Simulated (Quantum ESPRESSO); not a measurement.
# Al (P6_3/mmc) in Quantum ESPRESSO: reference runs

Aim: a first look at Al with PBE, on the cell as given and on a disturbed one.

All numbers are computed with Quantum ESPRESSO 7.5; they aren't measurements. Logs are shortened: lines on timing, memory, paths and dates and some standing lists are left out, and cuts for length are marked.

## Step 1: The crystal as given

The structure is hexagonal, space group P6_3/mmc (No. 194). The conventional cell has a = 2.812 Å, b = 2.812 Å, c = 4.867 Å, α = 90.00°, β = 90.00°, γ = 120.00°. Al (site symmetry -6m2) is surrounded by 12 Al at 2.81 to 2.93 Å.

This isn't the form of Al at room conditions, which is fcc.

## Step 2: Single point, PBE

The input, pw.in:

```
&CONTROL
  calculation = 'scf'
  prefix = 'pwscf'
  outdir = './tmp'
  pseudo_dir = './pseudo'
  tprnfor = .true.
  tstress = .true.
  disk_io = 'low'
/
&SYSTEM
  ibrav = 0
  nat = 2
  ntyp = 1
  ecutwfc = 55
  ecutrho = 440
  nbnd = 8
  occupations = 'smearing'
  smearing = 'fd'
  degauss = 0.00367493
/
&ELECTRONS
  conv_thr = 4d-10
  electron_maxstep = 120
  mixing_beta = 0.5
/
ATOMIC_SPECIES
Al    26.9815 Al.pbe-n-kjpaw_psl.1.0.0.UPF
CELL_PARAMETERS angstrom
   2.8124553515    0.0000000000    0.0000000000
  -1.4062276757    2.4356577814    0.0000000000
   0.0000000000    0.0000000000    4.8668500000
ATOMIC_POSITIONS crystal
Al     0.3333333333    0.6666666667    0.2500000000
Al     0.6666666667    0.3333333333    0.7500000000
K_POINTS automatic
11 11 6 0 0 0
```

The input, pp_density.in:

```
&INPUTPP
  prefix = 'pwscf'
  outdir = './tmp'
  filplot = 'density.dat'
  plot_num = 0
/
&PLOT
  nfile = 1
  filepp(1) = 'density.dat'
  iflag = 3
  output_format = 6
  fileout = 'density.cube'
/
```

The input, pp_potential.in:

```
&INPUTPP
  prefix = 'pwscf'
  outdir = './tmp'
  filplot = 'potential.dat'
  plot_num = 11
/
&PLOT
  nfile = 1
  filepp(1) = 'potential.dat'
  iflag = 3
  output_format = 6
  fileout = 'potential.cube'
/
```

Potentials or basis: SSSP 1.3 efficiency PBE.

Launch:

```bash
OMP_NUM_THREADS=1 pw.x -in pw.in > pw.out
OMP_NUM_THREADS=1 pp.x -in pp_density.in > pp_density.out
OMP_NUM_THREADS=1 pp.x -in pp_potential.in > pp_potential.out
```

pw.out:

```text
This program is part of the open-source Quantum ESPRESSO suite
     for quantum simulation of materials; please cite
         "P. Giannozzi et al., J. Phys.:Condens. Matter 21 395502 (2009);
         "P. Giannozzi et al., J. Phys.:Condens. Matter 29 465901 (2017);
         "P. Giannozzi et al., J. Chem. Phys. 152 154105 (2020);
     in publications or presentations arising from this work. More details at

     file Al.pbe-n-kjpaw_psl.1.0.0.UPF: wavefunction(s)  3S 3P renormalized
     Message from routine setup:
     using ibrav=0 with symmetry is DISCOURAGED, use correct ibrav instead

     G-vector sticks info
     --------------------
     sticks:   dense  smooth     PW     G-vecs:    dense   smooth      PW
     Sum         847     433    127                35083    12451    2071

     Using Slab Decomposition

     bravais-lattice index     =            0
     lattice parameter (alat)  =       5.3148  a.u.
     unit-cell volume          =     224.9813 (a.u.)^3
     number of atoms/cell      =            2
     number of atomic types    =            1
     number of electrons       =         6.00
     number of Kohn-Sham states=            8
     kinetic-energy cutoff     =      55.0000  Ry
     charge density cutoff     =     440.0000  Ry
     scf convergence threshold =      4.0E-10
     mixing beta               =       0.5000
     number of iterations used =            8  plain     mixing
     Exchange-correlation= SLA  PW   PBX  PBC
                           (   1   4   3   4   0   0   0)

     celldm(1)=   5.314770  celldm(2)=   0.000000  celldm(3)=   0.000000
     celldm(4)=   0.000000  celldm(5)=   0.000000  celldm(6)=   0.000000

     crystal axes: (cart. coord. in units of alat)
               a(1) = (   1.000000   0.000000   0.000000 )
               a(2) = (  -0.500000   0.866025   0.000000 )
               a(3) = (   0.000000   0.000000   1.730463 )

     reciprocal axes: (cart. coord. in units 2 pi/alat)
               b(1) = (  1.000000  0.577350 -0.000000 )
               b(2) = (  0.000000  1.154701  0.000000 )
               b(3) = (  0.000000 -0.000000  0.577880 )

     PseudoPot. # 1 for Al read from file:
     Al.pbe-n-kjpaw_psl.1.0.0.UPF
     Pseudo is Projector augmented-wave + core cor, Zval =  3.0
     Generated using "atomic" code by A. Dal Corso  v.5.1
     Shape of augmentation charge: PSQ
     Using radial grid of 1135 points,  6 beta functions with:
                l(1) =   0
                l(2) =   0
                l(3) =   1
                l(4) =   1
                l(5) =   2
                l(6) =   2
     Q(r) pseudized with 0 coefficients

     atomic species   valence    mass     pseudopotential
     Al                3.00    26.98150     Al( 1.00)

     24 Sym. Ops., with inversion, found (12 have fractional translation)

   Cartesian axes

     site n.     atom                  positions (alat units)
         1        Al     tau(   1) = (  -0.0000000   0.5773503   0.4326158  )
         2        Al     tau(   2) = (   0.5000000   0.2886751   1.2978473  )

     number of k points=    64  Fermi-Dirac smearing, width (Ry)=  0.0037
                       cart. coord. in units 2pi/alat
        k(    1) = (   0.0000000   0.0000000   0.0000000), wk =   0.0027548
        k(    2) = (   0.0000000   0.0000000   0.0963133), wk =   0.0055096
        k(    3) = (   0.0000000   0.0000000   0.1926267), wk =   0.0055096
        k(    4) = (   0.0000000   0.0000000  -0.2889400), wk =   0.0027548
        k(    5) = (   0.0000000   0.1049728   0.0000000), wk =   0.0165289
        k(    6) = (   0.0000000   0.1049728   0.0963133), wk =   0.0330579
[... 56 lines left out ...]
        k(   63) = (   0.2727273   0.5773503   0.1926267), wk =   0.0330579
        k(   64) = (   0.2727273   0.5773503  -0.2889400), wk =   0.0165289

     Dense  grid:    35083 G-vectors     FFT dimensions: (  36,  36,  64)

     Smooth grid:    12451 G-vectors     FFT dimensions: (  25,  25,  48)

     Initial potential from superposition of free atoms

     starting charge       5.9954, renormalised to       6.0000
     Starting wfcs are    8 randomized atomic wfcs

     Self-consistent Calculation

     iteration #  1     ecut=    55.00 Ry     beta= 0.50
     Davidson diagonalization with overlap
     ethr =  1.00E-02,  avg # of iterations =  4.5

     Threshold (ethr) on eigenvalues was too large:
     Diagonalizing with lowered threshold

     Davidson diagonalization with overlap
     ethr =  1.73E-04,  avg # of iterations =  4.9

     total energy              =     -79.00195587 Ry
     estimated scf accuracy    <       0.01070926 Ry

     iteration #  2     ecut=    55.00 Ry     beta= 0.50
     Davidson diagonalization with overlap
     ethr =  1.78E-04,  avg # of iterations =  1.0

     total energy              =     -79.00135923 Ry
     estimated scf accuracy    <       0.00244154 Ry

     iteration #  3     ecut=    55.00 Ry     beta= 0.50
     Davidson diagonalization with overlap
     ethr =  4.07E-05,  avg # of iterations =  1.3

     total energy              =     -79.00141125 Ry
     estimated scf accuracy    <       0.00000173 Ry

     iteration #  4     ecut=    55.00 Ry     beta= 0.50
     Davidson diagonalization with overlap
     c_bands:  1 eigenvalues not converged
     ethr =  2.89E-08,  avg # of iterations =  5.3

     total energy              =     -79.00141456 Ry
     estimated scf accuracy    <       0.00000025 Ry

     iteration #  5     ecut=    55.00 Ry     beta= 0.50
     Davidson diagonalization with overlap
     ethr =  4.16E-09,  avg # of iterations =  1.2

     total energy              =     -79.00141457 Ry
     estimated scf accuracy    <          3.4E-09 Ry

     iteration #  6     ecut=    55.00 Ry     beta= 0.50
     Davidson diagonalization with overlap
     ethr =  5.66E-11,  avg # of iterations =  2.4

     End of self-consistent calculation

          k = 0.0000 0.0000 0.0000 (  1581 PWs)   bands (ev):

    -3.2721   2.7318   2.9691  18.9506  19.2342  19.2342  19.4530  19.4530

          k = 0.0000 0.0000 0.0963 (  1558 PWs)   bands (ev):

    -3.0986   1.0020   5.0076  16.3161  19.3663  19.3663  19.5959  19.5959

          k = 0.0000 0.0000 0.1926 (  1558 PWs)   bands (ev):

    -2.5795  -0.5219   7.4559  13.1641  19.7535  19.7535  20.0003  20.0003

          k = 0.0000 0.0000-0.2889 (  1510 PWs)   bands (ev):

    -1.7186  -1.7186  10.1850  10.1850  20.2667  20.2667  20.2669  20.2669

          k = 0.0000 0.1050 0.0000 (  1569 PWs)   bands (ev):

    -3.0659   2.9338   3.1617  16.1533  17.5869  18.5410  19.8980  20.2678

          k = 0.0000 0.1050 0.0963 (  1554 PWs)   bands (ev):

    -2.8927   1.2024   5.2009  16.0259  16.8235  17.7317  19.1160  20.2431

          k = 0.0000 0.1050 0.1926 (  1547 PWs)   bands (ev):

    -2.3743  -0.3195   7.6440  13.3152  16.8619  18.1655  18.4760  19.8763

          k = 0.0000 0.1050-0.2889 (  1550 PWs)   bands (ev):

    -1.5145  -1.5145  10.3635  10.3635  17.5598  17.5598  18.8849  18.8849

          k = 0.0000 0.2099 0.0000 (  1563 PWs)   bands (ev):

    -2.4492   3.5344   3.7395  12.7177  16.1873  17.1077  18.2919  18.4906

          k = 0.0000 0.2099 0.0963 (  1551 PWs)   bands (ev):

    -2.2767   1.8012   5.7767  12.8600  16.3340  16.4120  16.8015  18.5207

          k = 0.0000 0.2099 0.1926 (  1541 PWs)   bands (ev):

    -1.7605   0.2858   8.1989  13.1097  14.1159  15.2383  16.7744  18.5318

          k = 0.0000 0.2099-0.2889 (  1544 PWs)   bands (ev):

    -0.9043  -0.9043  10.8684  10.8684  14.2149  14.2149  17.5081  17.5081

          k = 0.0000 0.3149 0.0000 (  1547 PWs)   bands (ev):

    -1.4276   4.5093   4.7023   9.5325  14.7351  15.1399  15.3417  16.8783

          k = 0.0000 0.3149 0.0963 (  1550 PWs)   bands (ev):

    -1.2563   2.7901   6.7073   9.7020  13.4073  15.2872  16.3469  17.1709

          k = 0.0000 0.3149 0.1926 (  1553 PWs)   bands (ev):

    -0.7437   1.2874   9.0001  10.2436  12.0540  14.7881  15.7295  17.4994

          k = 0.0000 0.3149-0.2889 (  1556 PWs)   bands (ev):

     0.1063   0.1063  10.6535  10.6535  12.1687  12.1687  16.4672  16.4673

          k = 0.0000 0.4199 0.0000 (  1547 PWs)   bands (ev):

    -0.0104   5.6150   6.0467   6.9076  12.1950  12.4825  14.4434  16.0472

          k = 0.0000 0.4199 0.0963 (  1548 PWs)   bands (ev):
[... 141 lines left out ...]
     2.3814   4.5142   8.0148   8.3087   8.9606  10.5753  10.9760  14.8014

          k = 0.1818 0.5249 0.0963 (  1541 PWs)   bands (ev):

     2.5465   4.6521   6.5749   8.4322   9.1232  10.7444  12.4360  13.4893

          k = 0.1818 0.5249 0.1926 (  1553 PWs)   bands (ev):

     3.0383   4.7498   5.5321   7.1877   9.5756  11.3410  13.2320  15.1225

          k = 0.1818 0.5249-0.2889 (  1556 PWs)   bands (ev):

     3.8385   3.8385   6.1088   6.1088  10.3545  10.3545  15.6360  15.6360

          k = 0.2727 0.4724 0.0000 (  1544 PWs)   bands (ev):

     2.1850   6.2194   6.5096   8.1398   8.4317  11.9710  12.1844  13.0623

          k = 0.2727 0.4724 0.0963 (  1542 PWs)   bands (ev):

     2.3508   5.9208   6.6642   7.0760   9.8040  10.7013  11.3521  14.5984

          k = 0.2727 0.4724 0.1926 (  1543 PWs)   bands (ev):

     2.8459   4.7624   7.1127   7.2491   9.1377   9.3218  12.9870  16.6055

          k = 0.2727 0.4724-0.2889 (  1538 PWs)   bands (ev):

     3.6606   3.6606   7.6384   7.6384   8.4671   8.4671  15.4941  15.4941

          k = 0.2727 0.5774 0.0000 (  1542 PWs)   bands (ev):

     4.0987   4.1818   6.2296   9.5388   9.6951  10.3973  10.9152  12.5994

          k = 0.2727 0.5774 0.0963 (  1540 PWs)   bands (ev):

     4.2565   4.3389   6.3438   8.2736   8.5084  10.3100  12.4405  12.6380

          k = 0.2727 0.5774 0.1926 (  1537 PWs)   bands (ev):

     4.7116   4.7934   6.4061   6.8900   7.5482   9.0321  14.6846  14.8322

          k = 0.2727 0.5774-0.2889 (  1544 PWs)   bands (ev):

     5.2371   5.2371   6.0045   6.0045   7.9841   7.9841  16.7403  16.7403

     the Fermi energy is     7.8207 ev

!    total energy              =     -79.00141457 Ry
     total all-electron energy =      -971.286978 Ry
     estimated scf accuracy    <          3.0E-11 Ry
     smearing contrib. (-TS)   =      -0.00033292 Ry
     internal energy E=F+TS    =     -79.00108165 Ry

     The total energy is F=E-TS. E is the sum of the following terms:
     one-electron contribution =       6.28067981 Ry
     hartree contribution      =       0.01227042 Ry
     xc contribution           =      -5.17121782 Ry
     ewald contribution        =     -10.76419947 Ry
     one-center paw contrib.   =     -69.35861459 Ry

     convergence has been achieved in   6 iterations

     Forces acting on atoms (cartesian axes, Ry/au):

     atom    1 type  1   force =     0.00000000    0.00000000    0.00000000
     atom    2 type  1   force =     0.00000000    0.00000000    0.00000000

     Total force =     0.000000     Total SCF correction =     0.000000

     Computing stress (Cartesian axis) and pressure

          total   stress  (Ry/bohr**3)                   (kbar)     P=        1.06
   0.00011092  -0.00000000   0.00000000           16.32       -0.00        0.00
  -0.00000000   0.00011092  -0.00000000           -0.00       16.32       -0.00
   0.00000000  -0.00000000  -0.00020023            0.00       -0.00      -29.46

=------------------------------------------------------------------------------=
   JOB DONE.
=------------------------------------------------------------------------------=
```

Run time: 12 s. Hardware: 1 thread of Arm Neoverse V2, shared host; peak memory 0.16 GiB.

What came out:

| Quantity | Value |
| --- | --- |
| Free energy | -1074.8690 eV |
| Pressure | 0.1 GPa |
| Band gap on the k mesh | none (metal or under the smearing width) |

Levels at points of the mesh, in eV from the Fermi level:
| k point | band 1 | band 2 | band 3 | band 4 | band 5 | band 6 | band 7 |
| --- | --- | --- | --- | --- | --- | --- | --- |
| (0.00, 0.00, 0.00) | -11.09 | -5.09 | -4.85 | 11.13 | 11.41 | 11.41 | 11.63 |
| (0.00, 0.00, -0.50) | -9.54 | -9.54 | 2.36 | 2.36 | 12.45 | 12.45 | 12.45 |

(Part 1 of 2 ends here.)
